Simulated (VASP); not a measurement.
Input of a VASP 6.6.1 run:

Contents of INCAR:

```
ALGO = Normal ; EDIFF = 1E-7
ENCUT = 520 ; GGA = RP
ISIF = 2 ; ISMEAR = 0
IVDW = 12 ; LASPH = True
LCHARG = True ; LELF = True
LREAL = False ; LVHAR = True
LWAVE = False ; NBANDS = 11
NELM = 100 ; PREC = Accurate
SIGMA = 0.01
```

The input KPOINTS:

```
k-points
0
Gamma
  4 4 4
```

Contents of POSCAR:

```
MgS
1.0
   -0.0049816694      2.6187008934      2.6605309433
    2.5232804596      0.0298800333      2.6256692406
    2.5672768868      2.6278356179     -0.0141163939
Mg S
1 1
Direct
    0.9883300000      0.0161000000      0.9963000000
    0.4992800000      0.4796700000      0.5177400000
```

Potentials or basis: VASP PAW PBE potentials, release 64 (Mg, S).

Command:

```console
$ cat potpaw_PBE.64/Mg/POTCAR potpaw_PBE.64/S/POTCAR > POTCAR
$ mpirun -np 1 vasp_std > vasp.out
```

**Question.** Estimate the pressure.

**Answer.** -12.6 GPa.

**Question.** Predict the largest force.

**Answer.** 0.366 eV/Å.

Forces on the atoms (eV/Å):
```
Mg  -0.177  0.281 -0.156
S    0.177 -0.281  0.156
```

Caveat: the k mesh is coarse (spacing up to 0.53 Å⁻¹), so the values aren't converged; the PAW data sets were made with another functional, which shifts forces and pressure a little.
